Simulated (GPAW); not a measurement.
**BaTiO3 and the effect of the functional**

Space group Amm2 (No. 38). a = 3.986 Å, b = 5.674 Å, c = 5.690 Å, α = 90.00°, β = 90.00°, γ = 90.00°
```tsv
atom	site	symmetry	x	y	z
Ba	2a	mm2	0.0000	0.0000	0.0000
Ti	2b	mm2	0.5000	0.5000	0.0124
O	4e	m..	0.5000	0.7433	0.2485
O	2a	mm2	0.0000	0.5000	0.9874
```

The cell comes from a database or a generator and needn't be the form met in nature.

Kept alike: task band structure; k mesh 5 × 5 × 5; occupations fermi-dirac, width 0.05 eV; no spin polarisation. Program: GPAW, potentials by row: the program's PAW data sets (release 1.2.1) made for this functional (LDA); PAW data sets generated for this functional (PBEsol); GPAW PAW data sets (gpaw-data 1.2.1) (r2SCAN on files made for PBE), cutoff 800 eV. The mesh is that of the run's cell of 5 atoms. No spin-orbit coupling.

| run | band gap (eV) | pressure (GPa) |
| --- | --- | --- |
| A | 2.254 | 0.62 |
| B | 1.839 | -2.46 |
| C | 1.799 | -7.29 |

Pressure is positive in compression; the values hold the error of the finite cutoff, so their zero can differ a little from the energy's minimum. Gaps are the smaller of the mesh's and the band path's.

**Question.** The runs differ in the functional (and the potentials named above) alone: LDA; PBEsol; r2SCAN. Which run is which?

**Answer.** Run A is r2SCAN; run B is PBEsol; run C is LDA. The band gap runs from 1.799 (LDA) to 2.254 eV (r2SCAN). The pressure runs from -7.29 (LDA) to 0.62 GPa (r2SCAN).
